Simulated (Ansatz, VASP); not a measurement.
# Au: programs and potentials compared

The starting cell:

```
Au
1.0
     0.00000    2.03500    2.03500
     2.03500    0.00000    2.03500
     2.03500    2.03500    0.00000
Au
1
Direct
  0.00000 0.00000 0.00000
```

Alike in all runs: task relaxation of cell and atoms; functional BLYP; dispersion D3(BJ); k mesh 11 × 11 × 11; occupations fermi-dirac, width 0.05 eV; no spin polarisation; no spin-orbit coupling.

```csv
program and potentials,plane-wave cutoff (eV),notes,equilibrium volume (Å³/atom)
"Ansatz, Ansatz PAW",420,"potentials made for PBE, which Ansatz adapts in part; 19 valence electrons an atom on average",17.57
"VASP, PBE PAW files Au, 600 eV",600,potentials made for PBE; 11 valence electrons an atom on average,17.66
"Ansatz, all-electron LAPW, scalar-relativistic",-,-,17.57
```

The equilibrium volume spans 17.57 (Ansatz, all-electron LAPW, scalar-relativistic) to 17.66 Å³/atom (VASP, PBE PAW files Au, 600 eV), with all-electron results at 17.57. Some sets were made for another functional than the one run, which can shift their rows. Relaxations stop with a little pressure left, so the last digit of a volume isn't settled.

The functional is the same throughout but for its coding, so the spread measures potentials, basis and numerics; runs on potential files found faulty are left out.
